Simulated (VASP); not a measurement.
Here is a VASP 6.6.1 calculation.

The input INCAR:

```
SYSTEM = Cu
PREC = Accurate
ENCUT = 600
EDIFF = 1E-7
ISMEAR = 1
SIGMA = 0.1
LREAL = .FALSE.
LASPH = .TRUE.
NELM = 80
ALGO = Normal
ISIF = 2
LWAVE = .FALSE.
LCHARG = .FALSE.
GGA = CA
IBRION = 2
NSW = 40
EDIFFG = -0.01
```

The input KPOINTS:

```
regular mesh
0
G
  18 18 18
  0 0 0
```

The input POSCAR:

```
Cu                                      
1.0
    0.0000000000      1.7505704808      1.7505704808
    1.7505704808      0.0000000000      1.7505704808
    1.7505704808      1.7505704808      0.0000000000
  Cu            
     1
Direct
     0.0000000000000000    0.0000000000000000    0.0000000000000000
```

Potentials or basis: VASP PAW LDA potentials, release 64 (Cu).

Run with:

```console
$ cat potpaw_LDA.64/Cu/POTCAR > POTCAR
$ mpirun -np 1 vasp_std > vasp.out
```

Question: Predict the band gap on the k mesh.

Answer: None (metal or under the smearing width).

Final structure:
```cif
data_structure
_symmetry_space_group_name_H-M 'P 1'
_symmetry_Int_Tables_number 1
_cell_length_a 2.4757
_cell_length_b 2.4757
_cell_length_c 2.4757
_cell_angle_alpha 60.000
_cell_angle_beta 60.000
_cell_angle_gamma 60.000
_cell_volume 10.73
loop_
_atom_site_label
_atom_site_type_symbol
_atom_site_fract_x
_atom_site_fract_y
_atom_site_fract_z
_atom_site_occupancy
Cu1 Cu 0.00000 0.00000 0.00000 1
```

Caveat: the relaxation stopped at its first step, so nothing moved.
